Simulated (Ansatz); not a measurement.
# P: the cost of one run

Method: DFT PBE, scalar-relativistic, plane waves, PAW, in Ansatz 0.2.0.

### Step 1. The structure to begin with

The structure is hexagonal, space group P6_3/mmc (No. 194). Conventional cell: a = 3.495 Å, b = 3.495 Å, c = 5.673 Å, α = 90.00°, β = 90.00°, γ = 120.00°. Around P (site symmetry -6m2) lie 12 P at 3.48 to 3.50 Å.

Structure file:

```
CELL_PARAMETERS angstrom
3.49548 0.00000 0.00000
-1.74774 3.02717 0.00000
0.00000 0.00000 5.67334
ATOMIC_POSITIONS crystal
P 0.33333 0.66667 0.25000
P 0.66667 0.33333 0.75000
```

This is candidate A: hcp type (P6_3/mmc, No. 194).

(A quick probe on a coarse mesh, which set the mesh and smearing, is not shown.)

### Step 3. A loose first relaxation (candidate A)

input.yaml

```yaml
crystal:
  lattice:
    - [3.4954760324, 0.0, 0.0]
    - [-1.7477380162, 3.0271710424, 0.0]
    - [0.0, 0.0, 5.6733427193]
  atoms:
    - { symbol: P, position: [0.3333333333, 0.6666666667, 0.25] }
    - { symbol: P, position: [0.6666666667, 0.3333333333, 0.75] }
basis:
  ecutwfc: 420
kpoints:
  mp_grid: { grid: [6, 6, 4] }
hamiltonian:
  xc: pbe
scf:
  occupations: { method: gaussian, width: 0.1 }
  lower_state_search: "off"
output:
  forces: true
  stress: true
  eigenvalues: true
relax:
  adjacent_minimum: "off"
  f_tol: 0.04
  max_steps: 70
  cell: { stress_tol: 0.4 }
```

Q: Estimate wall time and peak memory on 1 thread of an Arm CPU, shared host.

About 9 s, with a peak of 0.28 GiB.
